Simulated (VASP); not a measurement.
Zr: band structure with PW91

Crystal: Zr.

```
Zr
1.0
    -1.81000    1.81000    1.81000
     1.81000   -1.81000    1.81000
     1.81000    1.81000   -1.81000
Zr
1
Direct
  0.00000 0.00000 0.00000
```

This isn't the form of Zr at room conditions, which is hcp.

```
Program                : VASP 6.6.1
Task                   : band structure
Functional             : PW91
Potentials or basis    : VASP PAW PBE potentials, release 64 (Zr_sv)
Cutoff                 : 520 eV
k mesh                 : 10 × 10 × 10
Occupations            : fermi-dirac, width 0.05 eV
Spin                   : no spin polarisation
Further INCAR settings : ALGO = Normal; EDIFF = 1e-06
```

* Band gap along the path: none (metal or under the smearing width)

Levels at the corners of the path, in eV from the Fermi level:
```csv
point,band 2,band 3,band 4,band 5,band 6,band 7,band 8,band 9,band 10
Γ,-26.07,-26.07,-26.07,-5.34,1.05,1.05,1.05,3.47,3.47
H,-26.70,-26.70,-26.70,-2.50,-2.50,5.44,5.44,5.44,7.25
H,-26.70,-26.70,-26.70,-2.50,-2.50,5.44,5.44,5.44,7.25
N,-26.98,-26.36,-26.08,-2.76,-0.69,1.52,3.45,4.10,6.09
N,-26.98,-26.36,-26.08,-2.76,-0.69,1.52,3.45,4.10,6.09
Γ,-26.07,-26.07,-26.07,-5.34,1.05,1.05,1.05,3.47,3.47
Γ,-26.07,-26.07,-26.07,-5.34,1.05,1.05,1.05,3.47,3.47
P,-26.53,-26.53,-26.53,-0.56,-0.56,-0.56,4.21,4.21,7.23
P,-26.53,-26.53,-26.53,-0.56,-0.56,-0.56,4.21,4.21,7.23
H,-26.70,-26.70,-26.70,-2.50,-2.50,5.44,5.44,5.44,7.25
P,-26.53,-26.53,-26.53,-0.56,-0.56,-0.56,4.21,4.21,7.23
N,-26.98,-26.36,-26.08,-2.76,-0.69,1.52,3.45,4.10,6.09
```

Wall time 13 s on 1 thread of Intel(R) Xeon(R) Platinum 8488C (Sapphire Rapids), on a shared host, peak memory 0.14 GiB.

Caveat: the log is that of the step along the path at fixed density, whose energy, stress, charges and moments have no meaning.
